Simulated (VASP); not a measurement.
# TePb (Fm-3m) in VASP: notebook

Aim: see how the results for TePb move with the level of theory and the settings. Levels: PBE, r2SCAN. Tasks: single point.

Program: VASP 6.6.1. These are calculated values, not measurements. Logs are shortened: lines on timing, memory, paths and dates and some standing lists are left out, and cuts for length are marked.

**What was measured.**

A printed reference work, monograph reports, for a bulk crystal of TePb at 4.2 K: band gap 0.19 eV (direct).

The results are compared with them further down.

## (1) The cell of the first run

The structure is cubic, space group Fm-3m (No. 225). The conventional cell has a = 6.536 Å, b = 6.536 Å, c = 6.536 Å, α = 90.00°, β = 90.00°, γ = 90.00°. Within 4.3 Å of Te (site symmetry m-3m) lie 6 Pb at 3.27 Å. Within 4.3 Å of Pb (site symmetry m-3m) lie 6 Te at 3.27 Å.

## (2) Single point, PBE

Contents of INCAR:

```
ALGO     = Normal         # electronic algorithm
EDIFF    = 1E-7           # SCF threshold, eV
ENCUT    = 520            # plane-wave cutoff, eV
GGA      = PE             # functional
ISIF     = 2              # what is computed and relaxed
ISMEAR   = 0              # smearing method
LASPH    = True           # aspherical terms in the spheres
LCHARG   = False          # write CHGCAR
LREAL    = False          # projectors in reciprocal space
LWAVE    = False          # write WAVECAR
NBANDS   = 17             # bands
NELM     = 80             # most SCF steps
PREC     = Accurate       # precision mode
SIGMA    = 0.01           # smearing width, eV
```

Contents of KPOINTS:

```
k-points
0
Gamma
  4 4 4
```

Contents of POSCAR:

```
TePb
1.0
    0.0000000000      3.2678555474      3.2678555474
    3.2678555474      0.0000000000      3.2678555474
    3.2678555474      3.2678555474      0.0000000000
Te Pb
1 1
Direct
    0.5000000000      0.5000000000      0.5000000000
    0.0000000000      0.0000000000      0.0000000000
```

Potentials or basis: VASP PAW PBE potentials, release 64 (Te, Pb_d).

Launch:

```bash
> cat potpaw_PBE.64/Te/POTCAR potpaw_PBE.64/Pb_d/POTCAR > POTCAR
> mpirun -np 1 vasp_std > vasp.out
```

OUTCAR:

```text
EDIFF = 1E-7
   ENCUT = 520
   GGA = PE
   ISIF = 2
   ISMEAR = 0
   LASPH = True
   LREAL = False
   NELM = 80
   PREC = Accurate

 ion  position               nearest neighbor table
   1  0.500  0.500  0.500-   2 3.27   2 3.27   2 3.27   2 3.27   2 3.27   2 3.27
   2  0.000  0.000  0.000-   1 3.27   1 3.27   1 3.27   1 3.27   1 3.27   1 3.27

  LATTYP: Found a face centered cubic cell.
 ALAT       =     6.5357110948

  Lattice vectors:

 A1 = (   0.0000000000,   3.2678555474,   3.2678555474)
 A2 = (   3.2678555474,   0.0000000000,   3.2678555474)
 A3 = (   3.2678555474,   3.2678555474,   0.0000000000)

Analysis of symmetry for initial positions (statically):
=====================================================================
 Subroutine PRICEL returns:
 Original cell was already a primitive cell.

 Routine SETGRP: Setting up the symmetry group for a
 face centered cubic supercell.

 Subroutine GETGRP returns: Found 48 space group operations
 (whereof 48 operations were pure point group operations)
 out of a pool of 48 trial point group operations.

The static configuration has the point symmetry O_h .

Analysis of symmetry for dynamics (positions and initial velocities):
=====================================================================
 Subroutine PRICEL returns:
 Original cell was already a primitive cell.

 Routine SETGRP: Setting up the symmetry group for a
 face centered cubic supercell.

 Subroutine GETGRP returns: Found 48 space group operations
 (whereof 48 operations were pure point group operations)
 out of a pool of 48 trial point group operations.

The dynamic configuration has the point symmetry O_h .

 Subroutine INISYM returns: Found 48 space group operations
 (whereof 48 operations are pure point group operations),
 and found     1 'primitive' translations

----------------------------------------------------------------------------------------

                                     Primitive cell

  volume of cell :      69.7941

  direct lattice vectors                    reciprocal lattice vectors
     0.000000000  3.267855547  3.267855547    -0.153005539  0.153005539  0.153005539
     3.267855547  0.000000000  3.267855547     0.153005539 -0.153005539  0.153005539
     3.267855547  3.267855547  0.000000000     0.153005539  0.153005539 -0.153005539

  length of vectors
     4.621445635  4.621445635  4.621445635     0.265013368  0.265013368  0.265013368

  position of ions in fractional coordinates (direct lattice)
     0.500000000  0.500000000  0.500000000
     0.000000000  0.000000000  0.000000000

  ion indices of the primitive-cell ions
   primitive index   ion index
                 1           1
                 2           2

----------------------------------------------------------------------------------------

 KPOINTS: k-points

Automatic generation of k-mesh.
 Grid dimensions read from file:
 generate k-points for:    4    4    4

 Generating k-lattice:

  Cartesian coordinates                     Fractional coordinates (reciprocal lattice)
    -0.038251385  0.038251385  0.038251385     0.250000000  0.000000000  0.000000000
     0.038251385 -0.038251385  0.038251385     0.000000000  0.250000000  0.000000000
     0.038251385  0.038251385 -0.038251385     0.000000000  0.000000000  0.250000000

  Length of vectors
     0.066253342  0.066253342  0.066253342

  Shift w.r.t. Gamma in fractional coordinates (k-lattice)
     0.000000000  0.000000000  0.000000000

 Subroutine IBZKPT returns following result:
 ===========================================

 Found      8 irreducible k-points:

 Following reciprocal coordinates:
            Coordinates               Weight
  0.000000  0.000000  0.000000      1.000000
  0.250000  0.000000  0.000000      8.000000
  0.500000  0.000000  0.000000      4.000000
  0.250000  0.250000  0.000000      6.000000
  0.500000  0.250000  0.000000     24.000000
 -0.250000  0.250000  0.000000     12.000000
  0.500000  0.500000  0.000000      3.000000
 -0.250000  0.500000  0.250000      6.000000
   k-points           NKPTS =      8   k-points in BZ     NKDIM =      8   number of bands    NBANDS=     17
   number of dos      NEDOS =    301   number of ions     NIONS =      2
   total plane-waves  NPLWV =  46656
   dimension x,y,z NGX =    36 NGY =   36 NGZ =   36
   dimension x,y,z NGXF=    72 NGYF=   72 NGZF=   72
   ions per type =               1   1
   NGX,Y,Z   is equivalent  to a cutoff of  12.95, 12.95, 12.95 a.u.
   NGXF,Y,Z  is equivalent  to a cutoff of  25.90, 25.90, 25.90 a.u.
 SYSTEM =  unknown system
   PREC   = accura    normal or accurate (medium, high low for compatibility)
   ISTART =      0    job   : 0-new  1-cont  2-samecut
   ICHARG =      2    charge: 1-file 2-atom 10-const
   ISPIN  =      1    spin polarized calculation?
   LNONCOLLINEAR =      F non collinear calculations
   LSORBIT =      F    spin-orbit coupling
   LASPH  =      T    aspherical Exc in radial PAW
   ENCUT  =  520.0 eV  38.22 Ry    6.18 a.u.   8.59  8.59  8.59*2*pi/ulx,y,z
   NELM   =     80;   NELMIN=  2; NELMDL= -5     # of ELM steps
   EDIFF  = 0.1E-06   stopping-criterion for ELM
   LREAL  =      F    real-space projection
   EDIFFG = 0.1E-05   stopping-criterion for IOM
   NSW    =      0    number of steps for IOM
   IBRION =     -1    ionic relax: 0-MD 1-quasi-New 2-CG
   NFREE  =      0    steps in history (QN), initial steepest desc. (CG)
   ISIF   =      2    stress and relaxation
   ISYM   =      2    0-nonsym 1-usesym 2-fastsym
   POTIM  = 0.5000    time-step for ionic-motion
   TEBEG  =    0.0;   TEEND  =   0.0 temperature during run
   PSTRESS=    0.0 pullay stress
   NELECT =      20.0000    total number of electrons
   NUPDOWN=      -1.0000    fix difference up-down
   EMIN   =  10.00;   EMAX   =-10.00  energy-range for DOS
   EFERMI =   0.00;   METHOD = LEGACY
   ISMEAR =     0;   SIGMA  =   0.01  broadening in eV -4-tet -1-fermi 0-gaus
   EFERMI_NEDOS =   21; number of points for ismear=-14 and -15
   IALGO  =     38    algorithm
   IMIX   =      4    mixing-type and parameters
     AMIX     =   0.40;   BMIX     =  1.00
     AMIX_MAG =   1.60;   BMIX_MAG =  1.00
  volume/ion in A,a.u.               =      34.90       235.50
  Fermi-wavevector in a.u.,A,eV,Ry     =   1.079308  2.039596 15.849499  1.164905
  Thomas-Fermi vector in A             =   2.215269
   LORBIT       =      0    0 simple, 1 ext, 2 COOP (PROOUT), +10 PAW based schemes
   GGA     = PE    functional components
   LHFCALC =     F    Hartree Fock is set to
   AEXX    =    0.0000 exact exchange contribution
   IVDW    =     0    specifies the selected vdW correction
   LEPSILON=     F    determine dielectric tensor
   LRPA    =     F    only Hartree local field effects (RPA)
 non-spin polarized calculation
 Gauss-broadening in eV      SIGMA  =   0.01
  energy-cutoff  :      520.00
  volume of cell :       69.79
 maximum number of plane-waves:      1893
 NGX is ok and might be reduce to    36
   NGX = 17   NGY = 17   NGZ = 17

 number of electron      20.0000002 magnetization

 Free energy of the ion-electron system (eV)
  ---------------------------------------------------
  ext. energy  EPLUGINS =         0.00000000
  ---------------------------------------------------
  free energy    TOTEN  =        -7.51353531 eV

  energy without entropy =       -7.51353531  energy(sigma->0) =       -7.51353531

 E-fermi :   5.2847     XC(G=0):  -9.1511

 val. band max:        5.1838545102   @ k =   0.5000   0.0000   0.0000
 cond. band min:       5.9866998424   @ k =   0.5000   0.0000   0.0000
 fundamental gap:      0.8028453322
 Fermi energy:         5.2846730478

 k-point     1 :       0.0000    0.0000    0.0000
  band No.  band energies     occupation
      1     -11.4858      2.00000
      2     -11.4858      2.00000
      3     -11.4788      2.00000
      4     -11.4788      2.00000
      5     -11.4788      2.00000
      6      -6.5519      2.00000
[... 9 lines left out ...]
     16      11.0640      0.00000
     17      12.6564      0.00000

 k-point     2 :       0.2500    0.0000    0.0000
  band No.  band energies     occupation
      1     -11.4917      2.00000
      2     -11.4917      2.00000
      3     -11.4775      2.00000
      4     -11.4715      2.00000
      5     -11.4715      2.00000
      6      -6.0585      2.00000
[... 9 lines left out ...]
     16      12.1279      0.00000
     17      15.3360      0.00000

 k-point     3 :       0.5000    0.0000    0.0000
  band No.  band energies     occupation
      1     -11.4983      2.00000
      2     -11.4983      2.00000
      3     -11.4764      2.00000
      4     -11.4636      2.00000
      5     -11.4636      2.00000
      6      -5.2039      2.00000
[... 9 lines left out ...]
     16      14.4426      0.00000
     17      14.4426      0.00000

 k-point     4 :       0.2500    0.2500    0.0000
  band No.  band energies     occupation
      1     -11.5070      2.00000
      2     -11.4829      2.00000
      3     -11.4809      2.00000
      4     -11.4679      2.00000
      5     -11.4679      2.00000
      6      -5.9067      2.00000
[... 9 lines left out ...]
     16      13.6159      0.00000
     17      13.6175      0.00000

 k-point     5 :       0.5000    0.2500    0.0000
  band No.  band energies     occupation
      1     -11.5166      2.00000
      2     -11.4865      2.00000
      3     -11.4787      2.00000
      4     -11.4643      2.00000
      5     -11.4607      2.00000
      6      -5.1186      2.00000
[... 9 lines left out ...]
     16      14.8563      0.00000
     17      15.5958      0.00000

 k-point     6 :      -0.2500    0.2500    0.0000
  band No.  band energies     occupation
      1     -11.5017      2.00000
      2     -11.4945      2.00000
      3     -11.4729      2.00000
      4     -11.4680      2.00000
      5     -11.4671      2.00000
      6      -5.3731      2.00000
[... 9 lines left out ...]
     16      13.7489      0.00000
     17      14.5318      0.00000

 k-point     7 :       0.5000    0.5000    0.0000
  band No.  band energies     occupation
      1     -11.5371      2.00000
      2     -11.4872      2.00000
      3     -11.4760      2.00000
      4     -11.4563      2.00000
      5     -11.4563      2.00000
      6      -4.9891      2.00000
[... 9 lines left out ...]
     16      15.9072      0.00000
     17      16.1645      0.00000

 k-point     8 :      -0.2500    0.5000    0.2500
  band No.  band energies     occupation
      1     -11.5219      2.00000
      2     -11.4868      2.00000
      3     -11.4722      2.00000
      4     -11.4722      2.00000
      5     -11.4563      2.00000
      6      -4.8413      2.00000
[... 9 lines left out ...]
     16      16.0911      0.00000
     17      16.1540      0.00000

------------------------ aborting loop because EDIFF is reached ----------------------------------------

  FORCE on cell =-STRESS in cart. coord.  units (eV):
  Direction    XX          YY          ZZ          XY          YZ          ZX
  --------------------------------------------------------------------------------------
  -------------------------------------------------------------------------------------
  Total        0.2519011      0.2519011      0.2519011     -0.0000000     -0.0000000      0.0000000
  in kB        5.7825860      5.7825860      5.7825860     -0.0000000     -0.0000000      0.0000000
  external PRESSURE =       5.7825860 kB  Pullay stress =       0.0000000 kB

 VOLUME and BASIS-vectors are now :
 -----------------------------------------------------------------------------
  energy-cutoff  :      520.00
  volume of cell :       69.79
      direct lattice vectors                 reciprocal lattice vectors
     0.000000000  3.267855547  3.267855547    -0.153005539  0.153005539  0.153005539
     3.267855547  0.000000000  3.267855547     0.153005539 -0.153005539  0.153005539
     3.267855547  3.267855547  0.000000000     0.153005539  0.153005539 -0.153005539

 POSITION                                       TOTAL-FORCE (eV/Angst)
 -----------------------------------------------------------------------------------
      3.26786      3.26786      3.26786         0.000000      0.000000      0.000000
      0.00000      0.00000      0.00000         0.000000      0.000000     -0.000000
 -----------------------------------------------------------------------------------
    total drift:                               -0.000000      0.000000      0.000000

  FREE ENERGIE OF THE ION-ELECTRON SYSTEM (eV)
  ---------------------------------------------------
  free  energy   TOTEN  =        -7.5135353141 eV

  energy  without entropy=       -7.5135353141  energy(sigma->0) =       -7.51353531
```

It took 5.7 s on 1 thread of Intel Xeon 6975P-C (Granite Rapids), shared host; peak memory 0.2 GiB.

Results:

- Free energy: -7.5135 eV
- Pressure: 0.6 GPa
- Band gap on the k mesh: 0.80 eV, direct

Levels at points of the mesh, in eV from the valence-band top:
```
           k point  band 7  band 8  band 9  band 10  band 11  band 12  band 13  band 14
(0.00, 0.00, 0.00)   -5.68   -1.21   -1.21    -1.21     4.04     4.04     4.04     5.88
(0.50, 0.00, 0.00)   -8.41   -0.78   -0.78     0.00     0.80     1.36     1.36     8.35
(0.50, 0.50, 0.00)   -7.24   -4.23   -2.60    -2.60     3.44     5.36     5.36     6.52
```

Caveat: spin-orbit coupling is left out, which moves the levels of the heavy elements.

## (3) Single point, PBE

Contents of INCAR:

```
SYSTEM = TePb
ALGO = Normal
EDIFF = 1E-6
ENCUT = 520
GGA = PE
ISIF = 2
ISMEAR = 0
LASPH = .TRUE.
LCHARG = .FALSE.
LREAL = .FALSE.
LWAVE = .FALSE.
NBANDS = 17
NELM = 80
PREC = Accurate
SIGMA = 0.01
```

Contents of KPOINTS:

```
k-points
0
G
  4 4 4
  0 0 0
```

POSCAR is that of step 2.

Potentials or basis: VASP PAW PBE potentials, release 64 (Te, Pb_d).

Launch:

```bash
> cat potpaw_PBE.64/Te/POTCAR potpaw_PBE.64/Pb_d/POTCAR > POTCAR
> mpirun -np 1 vasp_std > vasp.out
```

Run time: 5 s. Hardware: 1 thread of Intel Xeon 6975P-C (Granite Rapids), shared host; peak memory 0.2 GiB.

Results (log left out):

| Quantity | Value |
| --- | --- |
| Free energy | -7.5135 eV |
| Pressure | 0.6 GPa |
| Band gap on the k mesh | 0.80 eV, direct |

Levels at points of the mesh, in eV from the valence-band top:
```
           k point  band 8  band 9  band 10  band 11  band 12  band 13
(0.00, 0.00, 0.00)   -1.21   -1.21    -1.21     4.04     4.04     4.04
(0.50, 0.00, 0.00)   -0.78   -0.78     0.00     0.80     1.36     1.36
(0.50, 0.50, 0.00)   -4.23   -2.60    -2.60     3.44     5.36     5.36
```

Caveat: spin-orbit coupling is left out, which moves the levels of the heavy elements.

## (4) Single point, r2SCAN

POSCAR is that of step 3.

Contents of INCAR.step1:

```
SYSTEM = TePb
PREC = Accurate
ENCUT = 520
ISMEAR = 0
SIGMA = 0.01
LREAL = .False.
LASPH = .True.
NELM = 60
NBANDS = 17
GGA = PE
ALGO = Normal
EDIFF = 1E-4
LWAVE = .True.
LCHARG = .False.
```

Contents of INCAR.step2:

```
SYSTEM = TePb
PREC = Accurate
ENCUT = 520
EDIFF = 1E-7
ISMEAR = 0
SIGMA = 0.01
LREAL = .False.
LASPH = .True.
NELM = 60
ALGO = Normal
ISIF = 2
LWAVE = .False.
LCHARG = .False.
METAGGA = R2SCAN
LMIXTAU = .True.
NBANDS = 17
ISTART = 1
```

Contents of KPOINTS:

```
regular mesh
0
Gamma
  4 4 4
  0 0 0
```

Launch:

```bash
> cat potpaw_PBE.64/Te/POTCAR potpaw_PBE.64/Pb_d/POTCAR > POTCAR
> cp INCAR.step1 INCAR
> mpirun -np 1 vasp_std > vasp.out
> cp INCAR.step2 INCAR
> mpirun -np 1 vasp_std > vasp.out
```

Wall time 25 s (1 thread of Intel Xeon 6975P-C (Granite Rapids), shared host); peak memory 0.22 GiB.

Results (log left out):

* Free energy: -82.6967 eV
* Pressure: 0.0 GPa
* Band gap on the k mesh: 1.09 eV, direct

Levels at points of the mesh, in eV from the valence-band top:
| k point | band 8 | band 9 | band 10 | band 11 | band 12 | band 13 |
| --- | --- | --- | --- | --- | --- | --- |
| (0.00, 0.00, 0.00) | -1.35 | -1.35 | -1.35 | 4.32 | 4.32 | 4.32 |
| (0.50, 0.00, 0.00) | -0.90 | -0.90 | 0.00 | 1.09 | 1.51 | 1.51 |
| (0.50, 0.50, 0.00) | -4.41 | -2.76 | -2.76 | 3.74 | 5.71 | 5.71 |

Caveat: the PAW data sets were made with another functional, which shifts forces and pressure a little; spin-orbit coupling is left out, which moves the levels of the heavy elements.

(Continued in part 2 of 2.)
